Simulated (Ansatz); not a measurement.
Run on Sb (diamond type): DFT, PBE, PAW with Ansatz's default frozen-core files, scalar-relativistic (Ansatz 0.2.0). This run: diamond relaxed.

The start is a guessed cell of a prototype that needn't be stable.

Command: `ansatz run input.yaml --threads 1 --pin off --max-ram 3072MiB --backend cpu --events-out ev --progress --plain --runs-dir out` It took 22 s on 1 thread of Arm Neoverse V2, with other jobs on the host, peak memory 0.38 GiB.

```yaml
crystal:
  lattice:
    - [0.0, 3.2710663102, 3.2710663102]
    - [3.2710663102, 0.0, 3.2710663102]
    - [3.2710663102, 3.2710663102, 0.0]
  atoms:
    - { symbol: Sb, position: [-0.125, -0.125, -0.125] }
    - { symbol: Sb, position: [0.125, 0.125, 0.125] }
kpoints:
  mp_grid: { grid: [11, 11, 11] }
scf:
  occupations: { method: fermi_dirac, width: 0.05 }
hamiltonian:
  xc: pbe
  pseudopotentials: { kind: paw }
output:
  forces: true
  stress: true
relax:
  f_tol: 0.005
  max_steps: 40
  cell: {}
```

Output:

```
Engine: ansatz 0.2.0
Pseudopotentials: kind: paw
Pseudopotential: Sb, paw, valence charge 15, recommended cutoff 420 eV (normal), Sb.paw.azcp
Functional definition: PBE
  parameter kappa = 0.804
  parameter beta = 0.06672455060314922
  exchange = pbe_x(kappa = kappa, mu = beta*pi^2/3)
  correlation = pbe_c(beta = beta)
Crystal: 2 atoms, lattice volume = 70.000 Å³
Basis set: ecut = 420 eV, 1363 PW (Γ), exchange–correlation on 64×64×64 points (8 copies of the dense FFT grid, shifted against one another)
Bands: 19, of which v1, the nominal top of the filled ones, is band 15 counted from 1 (14 counted from 0)
Symmetry: 48 space group operations
Space group: Fd-3m (ITA 227), of the structure as read, at distance tolerance 4.1e-5 Å
k-points: 56 of 1331
Non-local potential: Sb, projectors of the file, l = 0: 2, l = 1: 2, l = 2: 2, l = 3: 2
PAW form: soft (Blöchl's): semilocal exchange-correlation on the pseudo side does not see the compensation charge
PAW one-centre angular grid: Sb, 590 points (default); XC on 64 Gauss nodes
Initial density: superposition of atomic densities (neutral atoms: chi_scale 0, normalization atom), corrected by the library's trained network
Initial wavefunctions: pseudopotential atomic-orbital guess
Functional: x = pbe(κ = 0.804, μ = 0.2195149727645171), c = pbe(β = 0.06672455060314922)
SCF iter   1: F=—  HF=-12968.006433 eV  |F-HF|=—  |Δ(HF+E_count)|=         —  Δρ=6.93e-4  dr2=1.36e-4  ethr=1.77e-3  ⟨swp⟩=6.5  Hψ=5694  notcnv=0
preconditioner: auto → Kerker (q_TF=auto, 2.369 Å⁻¹)  [metal: Δε(μ)=0.099 eV  Ē_g=8.628 eV  σ=0.050 eV  W_gap=0.45  n_scr=14 (ndim 8)  ℏωp=14.0 eV  f_vac=0.057  D(μ)=1.06/eV (n_scr^D=0)]
SCF iter   2: F=—  HF=-12968.005591 eV  |F-HF|=—  |Δ(HF+E_count)|=   8.43e-4  Δρ=5.73e-4  dr2=8.09e-5  ethr=4.52e-7  ⟨swp⟩=2.6  Hψ=2465  notcnv=0
SCF iter   3: F=—  HF=-12968.005772 eV  |F-HF|=—  |Δ(HF+E_count)|=   1.81e-4  Δρ=2.81e-4  dr2=1.98e-5  ethr=2.70e-7  ⟨swp⟩=3.0  Hψ=1917  notcnv=0
SCF iter   4: F=—  HF=-12968.005866 eV  |F-HF|=—  |Δ(HF+E_count)|=   9.35e-5  Δρ=7.12e-5  dr2=2.35e-6  ethr=6.60e-8  ⟨swp⟩=2.0  Hψ=1919  notcnv=0
SCF iter   5: F=—  HF=-12968.005866 eV  |F-HF|=—  |Δ(HF+E_count)|=   2.37e-7  Δρ=3.63e-5  dr2=6.24e-7  ethr=7.84e-9  ⟨swp⟩=3.0  Hψ=1925  notcnv=0
SCF iter   6: F=-12968.005866 eV  HF=-12968.005866 eV  |F-HF|=4.37e-8  |Δ(HF+E_count)|=   1.19e-7  Δρ=1.08e-5  dr2=5.50e-8  ethr=3.33e-10  ⟨swp⟩=3.2  Hψ=4332  notcnv=0
SCF 1 converged in 6 iterations: F = -12968.005866 eV  dr2 = 5.50e-8
  greatest PAW one-centre occupation: 0.996 electrons in one spin orbital (limit 2), on the Sb atom at site 1 (counted from 0), in its partial waves of l = 2
relax step   1: F+E_penalty+E_count = -12968.00586573 eV  Δ(F+E_penalty+E_count) = +0.000e0 eV  max|allowed force component| = 7.401e-17 eV/Å  Δτ_max = 0.0000 Å  P = +9.079 GPa  Ω = 70.000 Å³  (6 SCF iters, dr2 threshold 1.00e-7 eV, accepted)
Crystal: 2 atoms, lattice volume = 80.745 Å³
Basis set: ecut = 420 eV, 1591 PW (Γ), exchange–correlation on 64×64×64 points (8 copies of the dense FFT grid, shifted against one another)
Initial density: handed on by an earlier stage of this run
Initial wavefunctions: those handed on with the density
iter 1 solved again at ethr=1.08e-5 eV; its pass at ethr=3.10e-3 eV (dr2=3.23e-3 eV) is discarded
SCF iter   1: F=—  HF=-12968.343388 eV  |F-HF|=—  |Δ(HF+E_count)|=         —  Δρ=1.73e-3  dr2=3.15e-3  ethr=1.08e-5  ⟨swp⟩=2.1  Hψ=7873  notcnv=0
preconditioner: auto → LDOS  [metal: Δε(μ)=0.060 eV  Ē_g=8.038 eV  σ=0.050 eV  W_gap=0.29  n_scr=14 (ndim 8)  ℏωp=13.1 eV  f_vac=0.133  D(μ)=1.16/eV (n_scr^D=8)  β→1.0]
SCF iter   2: F=—  HF=-12968.343453 eV  |F-HF|=—  |Δ(HF+E_count)|=   6.51e-5  Δρ=3.42e-4  dr2=1.40e-4  ethr=1.05e-5  ⟨swp⟩=1.9  Hψ=1224  notcnv=0
SCF iter   3: F=—  HF=-12968.343473 eV  |F-HF|=—  |Δ(HF+E_count)|=   1.94e-5  Δρ=9.60e-5  dr2=8.00e-6  ethr=4.65e-7  ⟨swp⟩=2.8  Hψ=1831  notcnv=0
SCF iter   4: F=—  HF=-12968.343474 eV  |F-HF|=—  |Δ(HF+E_count)|=   1.21e-6  Δρ=5.06e-5  dr2=1.87e-6  ethr=2.67e-8  ⟨swp⟩=2.0  Hψ=1911  notcnv=0
SCF iter   5: F=-12968.343473 eV  HF=-12968.343473 eV  |F-HF|=6.91e-8  |Δ(HF+E_count)|=   1.07e-6  Δρ=6.60e-6  dr2=2.34e-8  ethr=6.67e-10  ⟨swp⟩=3.5  Hψ=4363  notcnv=0
SCF 2 converged in 5 iterations: F = -12968.343473 eV  dr2 = 2.34e-8
relax step   2: F+E_penalty+E_count = -12968.34347299 eV  Δ(F+E_penalty+E_count) = -3.376e-1 eV  max|allowed force component| = 3.701e-16 eV/Å  Δτ_max = 0.0000 Å  P = +1.838 GPa  Ω = 80.745 Å³  energy of the carried Pulay correction = -1.794e-3 eV  (5 SCF iters, dr2 threshold 2.00e-7 eV, accepted)
Crystal: 2 atoms, lattice volume = 84.013 Å³
Basis set: ecut = 420 eV, 1639 PW (Γ), exchange–correlation on 64×64×64 points (8 copies of the dense FFT grid, shifted against one another)
iter 1 solved again at ethr=8.51e-7 eV; its pass at ethr=3.10e-3 eV (dr2=2.55e-4 eV) is discarded
SCF iter   1: F=—  HF=-12968.365527 eV  |F-HF|=—  |Δ(HF+E_count)|=         —  Δρ=4.14e-4  dr2=2.16e-4  ethr=8.51e-7  ⟨swp⟩=3.1  Hψ=7785  notcnv=0
preconditioner: auto → LDOS  [metal: Δε(μ)=0.084 eV  Ē_g=7.898 eV  σ=0.050 eV  W_gap=0.36  n_scr=14 (ndim 8)  ℏωp=12.8 eV  f_vac=0.143  D(μ)=1.22/eV (n_scr^D=8)  β→1.0]
SCF iter   2: F=—  HF=-12968.365517 eV  |F-HF|=—  |Δ(HF+E_count)|=   9.98e-6  Δρ=8.97e-5  dr2=9.80e-6  ethr=7.19e-7  ⟨swp⟩=2.0  Hψ=1228  notcnv=0
SCF iter   3: F=—  HF=-12968.365512 eV  |F-HF|=—  |Δ(HF+E_count)|=   5.15e-6  Δρ=1.79e-5  dr2=5.71e-7  ethr=3.27e-8  ⟨swp⟩=2.0  Hψ=1351  notcnv=0
SCF iter   4: F=-12968.365512 eV  HF=-12968.365512 eV  |F-HF|=3.38e-8  |Δ(HF+E_count)|=   1.27e-8  Δρ=8.31e-6  dr2=3.47e-8  ethr=6.67e-10  ⟨swp⟩=5.0  Hψ=3958  notcnv=0
SCF 3 converged in 4 iterations: F = -12968.365512 eV  dr2 = 3.47e-8
relax step   3: F+E_penalty+E_count = -12968.36551220 eV  Δ(F+E_penalty+E_count) = -2.204e-2 eV  max|allowed force component| = 4.718e-16 eV/Å  Δτ_max = 0.0000 Å  P = +0.415 GPa  Ω = 84.013 Å³  energy of the carried Pulay correction = -2.290e-3 eV  (4 SCF iters, dr2 threshold 2.00e-7 eV, accepted)
Crystal: 2 atoms, lattice volume = 85.016 Å³
Basis set: ecut = 420 eV, 1687 PW (Γ), exchange–correlation on 64×64×64 points (8 copies of the dense FFT grid, shifted against one another)
[... lines left out ...]
preconditioner: auto → LDOS  [metal: Δε(μ)=0.063 eV  Ē_g=7.845 eV  σ=0.050 eV  W_gap=0.29  n_scr=14 (ndim 8)  ℏωp=12.7 eV  f_vac=0.143  D(μ)=1.25/eV (n_scr^D=8)  β→1.0]
SCF iter   2: F=—  HF=-12968.369100 eV  |F-HF|=—  |Δ(HF+E_count)|=   1.65e-7  Δρ=4.18e-6  dr2=2.40e-8  ethr=1.58e-9  ⟨swp⟩=2.0  Hψ=1195  notcnv=0
SCF iter   3: F=-12968.369100 eV  HF=-12968.369100 eV  |F-HF|=7.82e-11  |Δ(HF+E_count)|=   3.85e-9  Δρ=7.76e-7  dr2=8.89e-10  ethr=3.17e-11  ⟨swp⟩=4.9  Hψ=3457  notcnv=0
SCF 6 converged in 3 iterations: F = -12968.369100 eV  dr2 = 8.89e-10
relax step   6: F+E_penalty+E_count = -12968.36910037 eV  Δ(F+E_penalty+E_count) = -1.055e-5 eV  max|allowed force component| = 4.348e-16 eV/Å  Δτ_max = 0.0000 Å  P = +0.004 GPa  Ω = 85.177 Å³  energy of the carried Pulay correction = -2.224e-5 eV  (3 SCF iters, dr2 threshold 9.51e-9 eV, accepted)
iter 1 solved again at ethr=2.54e-7 eV; its pass at ethr=3.10e-3 eV (dr2=7.62e-5 eV) is discarded
SCF iter   1: F=—  HF=-12968.369119 eV  |F-HF|=—  |Δ(HF+E_count)|=         —  Δρ=1.83e-6  dr2=1.13e-9  ethr=2.54e-7  ⟨swp⟩=3.1  Hψ=8319  notcnv=0
eigensolver tolerance schedule: the retry pair's looser diagonalisation over-reported the residual by 67168.04 of it (diagonalisation noise at an unbounded share of the residual, at the tolerance the schedule requests for it); recorded, not acted on — ethr = c·dr2/N_el stays at c = 1.0e-1
preconditioner: auto → LDOS  [metal: Δε(μ)=0.063 eV  Ē_g=7.846 eV  σ=0.050 eV  W_gap=0.29  n_scr=14 (ndim 8)  ℏωp=12.7 eV  f_vac=0.143  D(μ)=1.25/eV (n_scr^D=8)  β→1.0]
SCF iter   2: F=—  HF=-12968.369119 eV  |F-HF|=—  |Δ(HF+E_count)|=   2.41e-7  Δρ=1.44e-6  dr2=8.82e-10  ethr=3.78e-12  ⟨swp⟩=3.9  Hψ=2896  notcnv=0
SCF iter   3: F=—  HF=-12968.369119 eV  |F-HF|=—  |Δ(HF+E_count)|=  4.89e-10  Δρ=3.37e-7  dr2=1.30e-10  ethr=2.94e-12  ⟨swp⟩=2.0  Hψ=1866  notcnv=0
SCF iter   4: F=-12968.369119 eV  HF=-12968.369119 eV  |F-HF|=1.82e-12  |Δ(HF+E_count)|=  2.73e-11  Δρ=1.72e-7  dr2=9.08e-12  ethr=1.00e-12  ⟨swp⟩=4.7  Hψ=4670  notcnv=0
SCF 7 converged in 4 iterations: F = -12968.369119 eV  dr2 = 9.08e-12
relax step   7: F+E_penalty+E_count = -12968.36911948 eV  Δ(F+E_penalty+E_count) = -1.911e-5 eV  max|allowed force component| = 4.256e-16 eV/Å  Δτ_max = 0.0000 Å  P = +0.003 GPa  Ω = 85.177 Å³  stress off target by 3.30e-3 GPa  SCF on the basis re-selected at this cell (its energy is not comparable with the rows above)  (4 SCF iters)
basis re-selected at this cell: Δ(F+E_penalty+E_count) = -1.911e-5 eV, ΔP = -0.000 GPa vs the last step (what re-selecting the basis moved, of the pressure what is left beyond the Pulay correction that the steps carried, after the strain that the cell walked since its last selection, with what the two solves' SCF thresholds leave and, on support functions, any second-order correction that the steps lacked; it is no measure of the basis error at this ecutwfc). This SCF's stress stands 3.30e-3 GPa from its target on what of the cell is left free (relax.cell.stress_tol is 5.00e-2 GPa) and its largest allowed force component is 4.26e-16 eV/Å (relax.f_tol is 5.00e-3 eV/Å): within both
SCF converged after 4 iterations
Free energy (F): -12968.369119 eV
Harris-Foulkes:  -12968.369119 eV  (|F-HF|=1.82e-12)
Internal energy: -12968.358344 eV  (E = F + TS)
E sigma→0 (E₀):  -12968.363732 eV
Entropy (-TS):   -0.010776 eV (-5.388 meV/atom)
Fermi energy:    5.822552 eV
--- Per-component energies (eV) ---
  E_band       = -456.308972
  E_kinetic    = 411.664435
  E_local      = -3944.746817  (includes V_loc(G=0)·N_el)
  E_nonlocal   = 722.896290
  E_hartree    = 1765.002137
  E_xc         = -275.453370
  E_vxc        = -190.367281  (∫ρ·V_xc dr)
  E_paw        = -9148.890665  (= ΣΔE_a)
  E_vpaw       = -985.759996  (= ΣTr[D̂ρ^β])
  E_aug_tail   = -0.000003  (compensation charges beyond the density's cutoff)
  E_ewald      = -2498.830351
  E_smearing   = -0.010776  (= −TS)
  E_closure    = -0.000000  (closes the sum)
  Σ components = -12968.369119   (vs F -12968.369119, Δ=0.00e0)
--- Forces (eV/Å), atoms counted from 1 ---
  atom   1  Sb     0.00000000     0.00000000     0.00000000
  atom   2  Sb    -0.00000000    -0.00000000    -0.00000000
  max |Σ_I F_I| component: 1.48e-16 eV/Å
--- Stress (GPa, compression-positive) ---
        0.003302      -0.000000      -0.000000
       -0.000000       0.003302      -0.000000
       -0.000000      -0.000000       0.003302
  P = ⅓ Tr σ = 0.0033 GPa (0.033 kbar)
--- Relaxed structure (5 steps of the walk, 5 accepted, 2 SCFs on fresh bases) ---
  F+E_penalty+E_count = -12968.36911948 eV   max|allowed force component| = 4.256e-16 eV/Å   (the final SCF, on the basis selected at the relaxed cell)
  cell:  # Å, volume = 85.1775 Å³
    - [2.8534083384215302e-33, 3.4921930504604854, 3.4921930504604854]
    - [3.4921930504604854, 1.85981079200689e-33, 3.4921930504604854]
    - [3.4921930504604854, 3.4921930504604854, 1.8598107920068906e-33]
  atoms:
    - { symbol: Sb, position: [-0.125, -0.125, -0.125] }
    - { symbol: Sb, position: [0.125, 0.125, 0.125] }
```

Spin–orbit coupling is left out, which matters for the heavy atoms.
